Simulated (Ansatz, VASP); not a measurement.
BN in VASP and in Ansatz

```
CELL_PARAMETERS angstrom
2.51000 0.00000 0.00000
-1.25500 2.17372 0.00000
0.00000 0.00000 6.69000
ATOMIC_POSITIONS crystal
B 0.00000 0.00000 0.50000
B 0.33333 0.66667 0.02242
N 0.00000 0.00000 0.00000
N 0.66667 0.33333 0.50000
```

Change from the starting cell: one atom moved.

Alike in both runs: task single point; functional PBEsol; k mesh 12 × 12 × 4; occupations gaussian, width 0.02 eV; no spin polarisation.

|  | VASP | Ansatz |
| --- | --- | --- |
| version | VASP 6.6.1 | Ansatz 0.2.0 |
| potentials or method | VASP PAW PBE potentials, release 64 (B, N) | scalar-relativistic, plane waves, PAW |
| plane-wave cutoff (eV) | 520 | 420 |
| valence electrons in the cell | 16 | 16 |

|  | VASP | Ansatz | Ansatz less VASP |
| --- | --- | --- | --- |
| gap on the k mesh at the Fermi level (eV) | 4.15 | 4.16 | +0.010 |
| least direct gap on the mesh (eV) | 4.33 | 4.34 | +0.008 |
| pressure (GPa) | -1.8 | -2.1 | -0.30 |
| largest component of the traceless stress (GPa) | 0.93 | 1.38 | +0.444 |
| rms of the force components (eV/Å) | 0.831 | 0.830 | -0.0011 |

Atom by atom the forces differ by 0.001 eV/Å (rms over components). With one functional, cell and mesh, what is left measures potentials, basis and numerics.

Caveats: the PAW data sets were made with another functional, which shifts forces and pressure a little (VASP); this functional lacks dispersion, which binds the layers, so the pressure and a relaxed spacing across them are unreliable. A k mesh can miss the band edges.
